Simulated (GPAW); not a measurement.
Crystal: NaCl.

```
Cl Na
1.0
     3.50219    0.00000    0.00000
     0.00000    3.50219    0.00000
     0.00000    0.00000    3.50219
Cl Na
1 1
Direct
  0.50000 0.50000 0.50000
  0.00000 0.00000 0.00000
```

Measurements of this composition are mostly on another form, of space group No. 225.

```yaml
Program: GPAW 26.7.0
Task: relaxation of cell and atoms
Functional: PBE
Dispersion: D3(BJ)
Potentials_or_basis: GPAW PAW data sets (gpaw-data 1.2.1)
Cutoff: 800 eV
Basis: pw
k_mesh: 8 × 8 × 8
Occupations: fermi-dirac, width 0.05 eV
Spin: no spin polarisation
```

At the start: pressure -1.5 GPa; volume 21.48 Å³/atom.

Q: How do energy, volume and symmetry change on relaxing?

A: Over 4 steps the energy falls by 6.1 meV/atom and the volume is 20.26 Å³/atom (-5.7 %); space group Pm-3m (No. 221, to 0.05 Å).

The path:
```
step  energy change (eV)  largest force (eV/Å)  pressure (GPa)  volume (Å³)
   1              0.0000                0.0000           -1.54        42.96
   2             -0.0017                0.0000           -1.44        42.77
   3             -0.0120                0.0000            0.13        40.33
   4             -0.0121                0.0000           -0.01        40.52
```

Final structure:
```cif
data_structure
_symmetry_space_group_name_H-M 'P 1'
_symmetry_Int_Tables_number 1
_cell_length_a 3.4347
_cell_length_b 3.4347
_cell_length_c 3.4347
_cell_angle_alpha 90.000
_cell_angle_beta 90.000
_cell_angle_gamma 90.000
_cell_volume 40.52
loop_
_atom_site_label
_atom_site_type_symbol
_atom_site_fract_x
_atom_site_fract_y
_atom_site_fract_z
_atom_site_occupancy
Cl1 Cl 0.50000 0.50000 0.50000 1
Na1 Na 0.00000 0.00000 0.00000 1
```

Caveat: later steps reuse the first step's grids.
